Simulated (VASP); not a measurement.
A run of VASP 6.6.1 is set up as follows.

Contents of INCAR:

```
PREC     = Accurate       # precision mode
ENCUT    = 520            # plane-wave cutoff, eV
EDIFF    = 1E-7           # SCF threshold, eV
ISMEAR   = -1             # smearing method
SIGMA    = 0.05           # smearing width, eV
LREAL    = F              # projectors in reciprocal space
LASPH    = T              # aspherical terms in the spheres
NELM     = 60             # most SCF steps
ALGO     = Normal         # electronic algorithm
ISIF     = 2              # what is computed and relaxed
LWAVE    = F              # write WAVECAR
LCHARG   = F              # write CHGCAR
GGA      = PS             # functional
NBANDS   = 96             # bands
KPAR     = 4
```

File KPOINTS:

```
regular mesh
0
Gamma
  5 5 4
```

POSCAR

```
Ge
1.0
    5.9300000000      0.0000000000      0.0000000000
    0.0000000000      5.9300000000      0.0000000000
    0.0000000000      0.0000000000      6.9800000000
Ge
12
Direct
    0.3750000000      0.1667000000      0.7500000000
    0.3333000000      0.8750000000      0.5000000000
    0.6250000000      0.8333000000      0.2500000000
    0.6667000000      0.1250000000      0.0000000000
    0.8750000000      0.3333000000      0.5000000000
    0.8333000000      0.6250000000      0.7500000000
    0.1250000000      0.6667000000      0.0000000000
    0.1667000000      0.3750000000      0.2500000000
    0.5750000000      0.4250000000      0.2500000000
    0.9250000000      0.9250000000      0.5000000000
    0.4250000000      0.5750000000      0.7500000000
    0.0750000000      0.0750000000      0.0000000000
```

Potentials or basis: VASP PAW PBE potentials, release 64 (Ge_d).

Command:

```sh
$ cat potpaw_PBE.64/Ge_d/POTCAR > POTCAR
$ mpirun -np 4 vasp_std > vasp.out
```

Q: What does it give for the pressure?

A: 0.5 GPa.

Q: Predict the largest force.

A: 0.849 eV/Å.

Q: Estimate the band gap on the k mesh.

A: 0.67 eV, direct.

Forces on the atoms (eV/Å):
```
Ge  -0.329 -0.184  0.123
Ge   0.184 -0.329  0.123
Ge   0.329  0.184  0.123
Ge  -0.184  0.329  0.123
Ge  -0.329  0.184 -0.123
Ge   0.184  0.329 -0.123
Ge   0.329 -0.184 -0.123
Ge  -0.184 -0.329 -0.123
Ge   0.601 -0.601  0.000
Ge  -0.601 -0.601  0.000
Ge  -0.601  0.601  0.000
Ge   0.601  0.601  0.000
```

Caveat: the PAW data sets were made with another functional, which shifts forces and pressure a little; an odd mesh through Γ misses points on the zone boundary, where band edges often lie.

The gap isn't set beside the measured one, since this odd mesh misses points on the zone boundary.
